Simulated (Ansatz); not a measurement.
## Two Ansatz runs on Os

The cell comes from COD entry 1534943, which wasn't checked; take it as a given geometry.

First run: DFT, r2SCAN, PAW with Ansatz's default frozen-core files, scalar-relativistic (Ansatz 0.2.0).

Command: `ansatz run input.yaml --threads 1 --pin off --max-ram 2048MiB --backend cpu --events-out ev --progress --plain --runs-dir out` The run took 6.3 s on 1 thread of Arm Neoverse V1 (shared host), peak memory 0.4 GiB.

```yaml
crystal:
  lattice:
    - [0.0, 1.945, 1.945]
    - [1.945, 0.0, 1.945]
    - [1.945, 1.945, 0.0]
  atoms:
    - { symbol: Os, position: [0.0, 0.0, 0.0] }
kpoints:
  mp_grid: { grid: [14, 14, 14] }
  band_path:
    path:
      - [0.0, 0.0, 0.0]
      - [0.5, 0.0, 0.5]
      - [0.625, 0.25, 0.625]
      - [0.375, 0.375, 0.75]
      - [0.0, 0.0, 0.0]
      - [0.5, 0.5, 0.5]
      - [0.5, 0.25, 0.75]
      - [0.5, 0.0, 0.5]
    npoints: 5
scf:
  occupations: { method: fermi_dirac, width: 0.03 }
hamiltonian:
  xc: r2scan
  pseudopotentials: { kind: paw }
output:
  forces: true
  stress: true
  eigenvalues: true
  efg: { contact_densities: true }
  write_density: true
  write_potential: true
  elf: true
  volumetric_format: npy
```

Result: converged; pressure -16.77 GPa; no gap on the k mesh; 6 SCF iterations.

No spin–orbit coupling, which matters for the heavy atoms here.

A second input differs as follows:

```diff
@@ -21,4 +21,6 @@
 scf:
   occupations: { method: fermi_dirac, width: 0.03 }
+  mixing: { algorithm: broyden, beta: 1.0, ndim: 1, preconditioner: none }
+  max_iter: 50
 hamiltonian:
   xc: r2scan
@@ -29,7 +31,3 @@
   eigenvalues: true
   efg: { contact_densities: true }
-  write_density: true
-  write_potential: true
-  elf: true
-  volumetric_format: npy
```

Does the change harm the result?

Not here: the run converged; energy at zero smearing 0.0 meV/atom from the first run; pressure -16.77 GPa; no gap on the k mesh; 6 SCF iterations, so the odd setting did no harm in this case.
